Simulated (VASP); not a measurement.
# Te (P3_121) in VASP: notebook

Aim: see how the results for Te move with the level of theory and the settings. Levels: PBE-EpsX, HSE06, PBE. Tasks: band structure, G0W0 quasiparticle levels.

All numbers are computed with VASP 6.6.1; they aren't measurements. Logs are shortened: lines on timing, memory, paths and dates and some standing lists are left out, and cuts for length are marked.

## 1. The structure

It takes space group P3_121 (No. 152, trigonal). Conventional cell: a = 4.454 Å, b = 4.454 Å, c = 5.924 Å, α = 90.00°, β = 90.00°, γ = 120.00°. Te (site symmetry 2) has 2 Te at 2.86 Å as nearest neighbours.

## 2. Band structure, PBE-EpsX

POSCAR reads:

```
Te
1.0
    4.4540000000      0.0000000000      0.0000000000
   -2.2270000000      3.8572771485      0.0000000000
    0.0000000000      0.0000000000      5.9240000000
Te
3
Direct
    0.7310000000      0.7310000000      0.0000000000
    0.0000000000      0.2690000000      0.6666666667
    0.2690000000      0.0000000000      0.3333333333
```

INCAR.step1 reads:

```
  ALGO = Normal
  EDIFF = 1E-8
  ENCUT = 520
  GGA = PE
  ISIF = 2
  ISMEAR = 0
  LASPH = True
  LCHARG = False
  LEPSILON = True
  LREAL = False
  LWAVE = False
  NELM = 80
  PREC = Accurate
  SIGMA = 0.02
```

KPOINTS.step1 reads:

```
Automatic mesh
0
G
  8 8 4
  0 0 0
```

INCAR.step2 reads:

```
  ALGO = Normal
  EDIFF = 1E-5
  ENCUT = 520
  GGA = PE
  ISIF = 2
  ISMEAR = 0
  LASPH = True
  LCHARG = False
  LREAL = False
  LWAVE = True
  NBANDS = 16
  NELM = 80
  PREC = Accurate
  SIGMA = 0.02
```

KPOINTS.step2 reads:

```
k-points
0
Gamma
  4 4 4
```

INCAR.step3 reads:

```
  AEXX = 0.0203
  ALGO = Normal
  EDIFF = 1E-6
  ENCUT = 520
  GGA = PE
  HFRCUT = -1
  ISIF = 2
  ISMEAR = 0
  ISTART = 1
  LASPH = True
  LCHARG = False
  LHFCALC = True
  LREAL = False
  LWAVE = False
  NBANDS = 16
  NELM = 80
  PREC = Accurate
  PRECFOCK = Fast
  SIGMA = 0.02
```

KPOINTS.step3 reads:

```
k-points
0
Gamma
  4 4 4
```

KPOINTS_OPT reads:

```
path GMKGALHA,LM,KH
12
line-mode
reciprocal
 0.0000000000  0.0000000000  0.0000000000  G
 0.5000000000  0.0000000000  0.0000000000  M

 0.5000000000  0.0000000000  0.0000000000  M
 0.3333333333  0.3333333333  0.0000000000  K

 0.3333333333  0.3333333333  0.0000000000  K
 0.0000000000  0.0000000000  0.0000000000  G

 0.0000000000  0.0000000000  0.0000000000  G
 0.0000000000  0.0000000000  0.5000000000  A

 0.0000000000  0.0000000000  0.5000000000  A
 0.5000000000  0.0000000000  0.5000000000  L

 0.5000000000  0.0000000000  0.5000000000  L
 0.3333333333  0.3333333333  0.5000000000  H

 0.3333333333  0.3333333333  0.5000000000  H
 0.0000000000  0.0000000000  0.5000000000  A

 0.5000000000  0.0000000000  0.5000000000  L
 0.5000000000  0.0000000000  0.0000000000  M

 0.3333333333  0.3333333333  0.0000000000  K
 0.3333333333  0.3333333333  0.5000000000  H
```

Potentials or basis: VASP PAW PBE potentials, release 64 (Te).

The run is started by

```bash
> cat potpaw_PBE.64/Te/POTCAR > POTCAR
> cp INCAR.step1 INCAR
> cp KPOINTS.step1 KPOINTS
> mpirun -np 1 vasp_std > vasp.out
> cp INCAR.step2 INCAR
> cp KPOINTS.step2 KPOINTS
> mpirun -np 1 vasp_std > vasp.out
> cp INCAR.step3 INCAR
> cp KPOINTS.step3 KPOINTS
> mpirun -np 1 vasp_std > vasp.out
```

OUTCAR:

```text
AEXX = 0.0203
   EDIFF = 1E-6
   ENCUT = 520
   GGA = PE
   ISIF = 2
   ISMEAR = 0
   ISTART = 1
   LASPH = True
   LHFCALC = True
   LREAL = False
   NELM = 80
   PREC = Accurate
   PRECFOCK = Fast

 ion  position               nearest neighbor table
   1  0.731  0.731  0.000-   3 2.86   2 2.86   3 3.47   2 3.47   2 3.47   3 3.47
   2  0.000  0.269  0.667-   1 2.86   3 2.86   1 3.47   1 3.47   3 3.47   3 3.47
   3  0.269  0.000  0.333-   1 2.86   2 2.86   1 3.47   1 3.47   2 3.47   2 3.47

  LATTYP: Found a hexagonal cell.
 ALAT       =     4.4540000000
 C/A-ratio  =     1.3300404131

  Lattice vectors:

 A1 = (   4.4540000000,   0.0000000000,   0.0000000000)
 A2 = (  -2.2270000000,   3.8572771485,   0.0000000000)
 A3 = (   0.0000000000,   0.0000000000,   5.9240000000)

Analysis of symmetry for initial positions (statically):
=====================================================================
 Subroutine PRICEL returns:
 Original cell was already a primitive cell.

 Routine SETGRP: Setting up the symmetry group for a
 hexagonal supercell.

 Subroutine GETGRP returns: Found  6 space group operations
 (whereof  2 operations were pure point group operations)
 out of a pool of 24 trial point group operations.

The static configuration has the point symmetry C_2 .
 The point group associated with its full space group is D_3 .

Analysis of symmetry for dynamics (positions and initial velocities):
=====================================================================
 Subroutine PRICEL returns:
 Original cell was already a primitive cell.

 Routine SETGRP: Setting up the symmetry group for a
 hexagonal supercell.

 Subroutine GETGRP returns: Found  6 space group operations
 (whereof  2 operations were pure point group operations)
 out of a pool of 24 trial point group operations.

The dynamic configuration has the point symmetry C_2 .
 The point group associated with its full space group is D_3 .

 Subroutine INISYM returns: Found  6 space group operations
 (whereof  2 operations are pure point group operations),
 and found     1 'primitive' translations

----------------------------------------------------------------------------------------

                                     Primitive cell

  volume of cell :     101.7762

  direct lattice vectors                    reciprocal lattice vectors
     4.454000000  0.000000000  0.000000000     0.224517288  0.129625117  0.000000000
    -2.227000000  3.857277149  0.000000000     0.000000000  0.259250233  0.000000000
     0.000000000  0.000000000  5.924000000     0.000000000  0.000000000  0.168804862

  length of vectors
     4.454000000  4.454000000  5.924000000     0.259250233  0.259250233  0.168804862

  position of ions in fractional coordinates (direct lattice)
     0.731000000  0.731000000  0.000000000
     0.000000000  0.269000000  0.666666667
     0.269000000  0.000000000  0.333333333

  ion indices of the primitive-cell ions
   primitive index   ion index
                 1           1
                 2           2
                 3           3

----------------------------------------------------------------------------------------

 KPOINTS: k-points

Automatic generation of k-mesh.
 Grid dimensions read from file:
 generate k-points for:    4    4    4

 Generating k-lattice:

  Cartesian coordinates                     Fractional coordinates (reciprocal lattice)
     0.056129322  0.032406279  0.000000000     0.250000000  0.000000000  0.000000000
     0.000000000  0.064812558  0.000000000     0.000000000  0.250000000  0.000000000
     0.000000000  0.000000000  0.042201215     0.000000000  0.000000000  0.250000000

  Length of vectors
     0.064812558  0.064812558  0.042201215

  Shift w.r.t. Gamma in fractional coordinates (k-lattice)
     0.000000000  0.000000000  0.000000000

 Subroutine IBZKPT returns following result:
 ===========================================

 Found     13 irreducible k-points:

 Following reciprocal coordinates:
            Coordinates               Weight
  0.000000  0.000000  0.000000      1.000000
  0.250000  0.000000  0.000000      6.000000
  0.500000  0.000000  0.000000      3.000000
  0.250000  0.250000  0.000000      6.000000
  0.000000  0.000000  0.250000      2.000000
  0.250000  0.000000  0.250000      6.000000
  0.000000  0.250000  0.250000      6.000000
  0.500000  0.000000  0.250000      6.000000
  0.250000  0.250000  0.250000     12.000000
  0.000000  0.000000  0.500000      1.000000
  0.250000  0.000000  0.500000      6.000000
  0.500000  0.000000  0.500000      3.000000
  0.250000  0.250000  0.500000      6.000000
   k-points           NKPTS =     13   k-points in BZ     NKDIM =     64   number of bands    NBANDS=     16
   number of dos      NEDOS =    301   number of ions     NIONS =      3
   total plane-waves  NPLWV =  62208
   dimension x,y,z NGX =    36 NGY =   36 NGZ =   48
   dimension x,y,z NGXF=    72 NGYF=   72 NGZF=   96
   ions per type =               3
   NGX,Y,Z   is equivalent  to a cutoff of  13.44, 13.44, 13.47 a.u.
   NGXF,Y,Z  is equivalent  to a cutoff of  26.87, 26.87, 26.94 a.u.
 SYSTEM =  unknown system
   PREC   = accura    normal or accurate (medium, high low for compatibility)
   ISTART =      1    job   : 0-new  1-cont  2-samecut
   ICHARG =      0    charge: 1-file 2-atom 10-const
   ISPIN  =      1    spin polarized calculation?
   LNONCOLLINEAR =      F non collinear calculations
   LSORBIT =      F    spin-orbit coupling
   LASPH  =      T    aspherical Exc in radial PAW
   ENCUT  =  520.0 eV  38.22 Ry    6.18 a.u.   8.28  8.28 11.01*2*pi/ulx,y,z
   NELM   =     80;   NELMIN=  2; NELMDL=  0     # of ELM steps
   EDIFF  = 0.1E-05   stopping-criterion for ELM
   LREAL  =      F    real-space projection
   EDIFFG = 0.1E-04   stopping-criterion for IOM
   NSW    =      0    number of steps for IOM
   IBRION =     -1    ionic relax: 0-MD 1-quasi-New 2-CG
   NFREE  =      0    steps in history (QN), initial steepest desc. (CG)
   ISIF   =      2    stress and relaxation
   ISYM   =      3    0-nonsym 1-usesym 2-fastsym
   POTIM  = 0.5000    time-step for ionic-motion
   TEBEG  =    0.0;   TEEND  =   0.0 temperature during run
   PSTRESS=    0.0 pullay stress
   NELECT =      18.0000    total number of electrons
   NUPDOWN=      -1.0000    fix difference up-down
   EMIN   =  10.00;   EMAX   =-10.00  energy-range for DOS
   EFERMI =   0.00;   METHOD = LEGACY
   ISMEAR =     0;   SIGMA  =   0.02  broadening in eV -4-tet -1-fermi 0-gaus
   EFERMI_NEDOS =   21; number of points for ismear=-14 and -15
   IALGO  =     38    algorithm
   IMIX   =      1    mixing-type and parameters
     AMIX     =   0.40;   BMIX     =  1.00
     AMIX_MAG =   1.60;   BMIX_MAG =  1.00
  volume/ion in A,a.u.               =      33.93       228.94
  Fermi-wavevector in a.u.,A,eV,Ry     =   0.918933  1.736531 11.489263  0.844437
  Thomas-Fermi vector in A             =   2.044070
   LORBIT       =      0    0 simple, 1 ext, 2 COOP (PROOUT), +10 PAW based schemes
   GGA     = PE    functional components
   LHFCALC =     T    Hartree Fock is set to
   PRECFOCK=fast      Normal, Fast or Accurate (Low or Medium for compatibility)
   ENCUT4O =  -1.0   cutoff for four orbital integrals eV
   NKREDX  =     1    reduce k-point grid by
   NKREDY  =     1    reduce k-point grid by
   NKREDZ  =     1    reduce k-point grid by
   AEXX    =    0.0203 exact exchange contribution
   HFSCREEN=    0.0000 screening length (either q_TF or 0.3 A-1)
   HFSCREENC=   0.0000 screening length for correlation (either q_TF or 0.3 A-1)
   ENCUTFOCK=  -1.0 apply spherical cutoff to Coloumb kernel
   IVDW    =     0    specifies the selected vdW correction
   LEPSILON=     F    determine dielectric tensor
   LRPA    =     F    only Hartree local field effects (RPA)
 non-spin polarized calculation
 Gauss-broadening in eV      SIGMA  =   0.02
  energy-cutoff  :      520.00
  volume of cell :      101.78
 maximum number of plane-waves:      2764
 NGX is ok and might be reduce to    36
  NGX = 18; NGY = 18; NGZ = 24

 number of electron      17.9999999 magnetization

 Free energy of the ion-electron system (eV)
  ---------------------------------------------------
  ext. energy  EPLUGINS =         0.00000000
  ---------------------------------------------------
  free energy    TOTEN  =        -9.70743340 eV

  energy without entropy =       -9.70743340  energy(sigma->0) =       -9.70743340

 E-fermi :   5.8261     XC(G=0):  -8.9201

 val. band max:        5.7103119338   @ k =   0.5000   0.0000   0.5000
 cond. band min:       6.4574049277   @ k =   0.0000   0.0000   0.5000
 fundamental gap:      0.7470929939
 Fermi energy:         5.8261394091

 k-point     1 :       0.0000    0.0000    0.0000
  band No.  band energies     occupation
      1      -7.8310      2.00000
      2      -4.5003      2.00000
      3      -4.5003      2.00000
      4       2.8113      2.00000
      5       3.1341      2.00000
      6       3.1341      2.00000
[... 8 lines left out ...]
     15      11.9863      0.00000
     16      12.2844      0.00000

 k-point     2 :       0.2500    0.0000    0.0000
  band No.  band energies     occupation
      1      -7.4272      2.00000
      2      -4.6910      2.00000
      3      -4.3933      2.00000
      4       1.2511      2.00000
      5       1.9863      2.00000
      6       2.4761      2.00000
[... 8 lines left out ...]
     15      12.4379      0.00000
     16      13.1700      0.00000

 k-point     3 :       0.5000    0.0000    0.0000
  band No.  band energies     occupation
      1      -6.7704      2.00000
      2      -5.2514      2.00000
      3      -4.2670      2.00000
      4       1.0052      2.00000
      5       1.4470      2.00000
      6       2.2702      2.00000
[... 8 lines left out ...]
     15      14.6573      0.00000
     16      14.9515      0.00000
[... 153 lines left out ...]
 k-point    12 :       0.5000    0.0000    0.5000
  band No.  band energies     occupation
      1      -6.3028      2.00000
      2      -5.9181      2.00000
      3      -4.1759      2.00000
      4       0.1600      2.00000
      5       2.2009      2.00000
      6       2.2356      2.00000
[... 8 lines left out ...]
     15      13.9994      0.00000
     16      14.2577      0.00000

 k-point    13 :       0.2500    0.2500    0.5000
  band No.  band energies     occupation
      1      -6.2192      2.00000
      2      -6.0626      2.00000
      3      -4.0453      2.00000
      4       0.6843      2.00000
      5       1.0975      2.00000
      6       1.4327      2.00000
[... 8 lines left out ...]
     15      12.4980      0.00000
     16      12.6641      0.00000

------------------------ aborting loop because EDIFF is reached ----------------------------------------

  FORCE on cell =-STRESS in cart. coord.  units (eV):
  Direction    XX          YY          ZZ          XY          YZ          ZX
  --------------------------------------------------------------------------------------
  -------------------------------------------------------------------------------------
  Total        0.7321052      0.7321052      0.9014156      0.0000000     -0.0000000      0.0000000
  in kB       11.5249207     11.5249207     14.1902330      0.0000000     -0.0000000      0.0000000
  external PRESSURE =      12.4133581 kB  Pullay stress =       0.0000000 kB

 VOLUME and BASIS-vectors are now :
 -----------------------------------------------------------------------------
  energy-cutoff  :      520.00
  volume of cell :      101.78
      direct lattice vectors                 reciprocal lattice vectors
     4.454000000  0.000000000  0.000000000     0.224517288  0.129625117  0.000000000
    -2.227000000  3.857277149  0.000000000     0.000000000  0.259250233  0.000000000
     0.000000000  0.000000000  5.924000000     0.000000000  0.000000000  0.168804862

 POSITION                                       TOTAL-FORCE (eV/Angst)
 -----------------------------------------------------------------------------------
      1.62794      2.81967      0.00000        -0.050262     -0.087057      0.000000
     -0.59906      1.03761      3.94933        -0.050262      0.087057     -0.000000
      1.19813      0.00000      1.97467         0.100525      0.000000      0.000000
 -----------------------------------------------------------------------------------
    total drift:                                0.000000      0.000001      0.000000

  FREE ENERGIE OF THE ION-ELECTRON SYSTEM (eV)
  ---------------------------------------------------
  free  energy   TOTEN  =        -9.7074333972 eV

  energy  without entropy=       -9.7074333972  energy(sigma->0) =       -9.70743340
```

Run time: 29 min. Hardware: 1 thread of Intel Xeon 6975P-C (Granite Rapids), shared host; peak memory 0.52 GiB.

Results:

```yaml
Free_energy: -9.7074 eV
Pressure: 1.2 GPa
Largest_force: 0.101 eV/Å
Band_gap_along_the_path: 0.20 eV, indirect (least direct gap 0.22 eV)
```

Forces on the atoms (eV/Å):
```
Te  -0.050 -0.087  0.000
Te  -0.050  0.087  0.000
Te   0.101  0.000  0.000
```

Levels at the corners of the path, in eV from the valence-band top:
| point | band 7 | band 8 | band 9 | band 10 | band 11 | band 12 |
| --- | --- | --- | --- | --- | --- | --- |
| Γ | -1.73 | -1.73 | -0.89 | 1.07 | 1.07 | 1.67 |
| M | -3.59 | -1.06 | -0.85 | 0.90 | 0.96 | 3.00 |
| M | -3.59 | -1.06 | -0.85 | 0.90 | 0.96 | 3.00 |
| K | -3.15 | -2.99 | -2.77 | 2.95 | 2.95 | 3.25 |
| K | -3.15 | -2.99 | -2.77 | 2.95 | 2.95 | 3.25 |
| Γ | -1.73 | -1.73 | -0.89 | 1.07 | 1.07 | 1.67 |
| Γ | -1.73 | -1.73 | -0.89 | 1.07 | 1.07 | 1.67 |
| A | -1.38 | -1.07 | -1.07 | 0.53 | 0.54 | 0.54 |
| A | -1.38 | -1.07 | -1.07 | 0.53 | 0.54 | 0.54 |
| L | -2.51 | -2.17 | -0.22 | 0.79 | 2.02 | 2.63 |
| L | -2.51 | -2.17 | -0.22 | 0.79 | 2.02 | 2.63 |
| H | -1.00 | -0.02 | -0.02 | 0.20 | 1.39 | 1.39 |
| H | -1.00 | -0.02 | -0.02 | 0.20 | 1.39 | 1.39 |
| A | -1.38 | -1.07 | -1.07 | 0.53 | 0.54 | 0.54 |
| L | -2.51 | -2.17 | -0.22 | 0.79 | 2.02 | 2.63 |
| M | -3.59 | -1.06 | -0.85 | 0.90 | 0.96 | 3.00 |
| K | -3.15 | -2.99 | -2.77 | 2.95 | 2.95 | 3.25 |
| H | -1.00 | -0.02 | -0.02 | 0.20 | 1.39 | 1.39 |

Caveat: the PAW data sets were made with another functional, which shifts forces and pressure a little; spin-orbit coupling is left out, which moves the levels of the heavy elements.

## 3. Band structure, HSE06

POSCAR is that of step 2.

INCAR.step1 reads:

```
SYSTEM = Te
ALGO = Normal ; EDIFF = 1E-5
ENCUT = 520 ; GGA = PE
ISIF = 2 ; ISMEAR = 0
LASPH = .TRUE. ; LCHARG = .FALSE.
LREAL = .FALSE. ; LWAVE = .TRUE.
NBANDS = 16 ; NELM = 100
PREC = Accurate ; SIGMA = 0.02
```

INCAR.step2 reads:

```
SYSTEM = Te
ALGO = Normal ; EDIFF = 1E-7
ENCUT = 520 ; GGA = PE
HFSCREEN = 0.2 ; ISIF = 2
ISMEAR = 0 ; ISTART = 1
LASPH = .TRUE. ; LCHARG = .FALSE.
LHFCALC = .TRUE. ; LREAL = .FALSE.
LWAVE = .FALSE. ; NBANDS = 16
NELM = 100 ; PREC = Accurate
PRECFOCK = Fast ; SIGMA = 0.02
```

KPOINTS reads:

```
k-points
0
G
  4 4 4
  0 0 0
```

KPOINTS_OPT: that of step 2 with these lines changed.

```diff
@@ -1,3 +1,3 @@
 path GMKGALHA,LM,KH
-12
+8
 line-mode
```

Potentials or basis: VASP PAW PBE potentials, release 64 (Te).

The run is started by

```bash
> cat potpaw_PBE.64/Te/POTCAR > POTCAR
> cp INCAR.step1 INCAR
> mpirun -np 1 vasp_std > vasp.out
> cp INCAR.step2 INCAR
> mpirun -np 1 vasp_std > vasp.out
```

Run time: 27 min. Hardware: 1 thread of Intel Xeon 6975P-C (Granite Rapids), shared host; peak memory 0.4 GiB.

It converged, with:

| Quantity | Value |
| --- | --- |
| Free energy | -11.9024 eV |
| Pressure | -0.8 GPa |
| Largest force | 0.331 eV/Å |
| Band gap along the path | 0.57 eV, indirect (least direct gap 0.59 eV) |

Forces in eV/Å, atoms in the order of the input:
```
Te   0.166  0.287  0.000
Te   0.166 -0.287  0.000
Te  -0.331  0.000  0.000
```

Stress tensor (GPa, compression positive):
```
-0.47  0.00  0.00
 0.00 -0.47  0.00
 0.00  0.00 -1.42
```

Levels at the corners of the path, in eV from the valence-band top:
```csv
point,band 7,band 8,band 9,band 10,band 11,band 12
Γ,-1.91,-1.91,-1.02,1.50,1.50,2.18
M,-3.92,-1.14,-0.94,1.28,1.38,3.47
M,-3.92,-1.14,-0.94,1.28,1.38,3.47
K,-3.42,-3.20,-3.03,3.51,3.51,3.85
K,-3.42,-3.20,-3.03,3.51,3.51,3.85
Γ,-1.91,-1.91,-1.02,1.50,1.50,2.18
Γ,-1.91,-1.91,-1.02,1.50,1.50,2.18
A,-1.58,-1.20,-1.20,0.89,0.93,0.93
A,-1.58,-1.20,-1.20,0.89,0.93,0.93
L,-2.72,-2.37,-0.23,1.18,2.51,3.16
L,-2.72,-2.37,-0.23,1.18,2.51,3.16
H,-1.10,-0.02,-0.02,0.57,1.85,1.85
H,-1.10,-0.02,-0.02,0.57,1.85,1.85
A,-1.58,-1.20,-1.20,0.89,0.93,0.93
L,-2.72,-2.37,-0.23,1.18,2.51,3.16
M,-3.92,-1.14,-0.94,1.28,1.38,3.47
K,-3.42,-3.20,-3.03,3.51,3.51,3.85
H,-1.10,-0.02,-0.02,0.57,1.85,1.85
```

Caveat: the PAW data sets were made with another functional, which shifts forces and pressure a little; spin-orbit coupling is left out, which moves the levels of the heavy elements.

(Continued in part 2 of 2.)
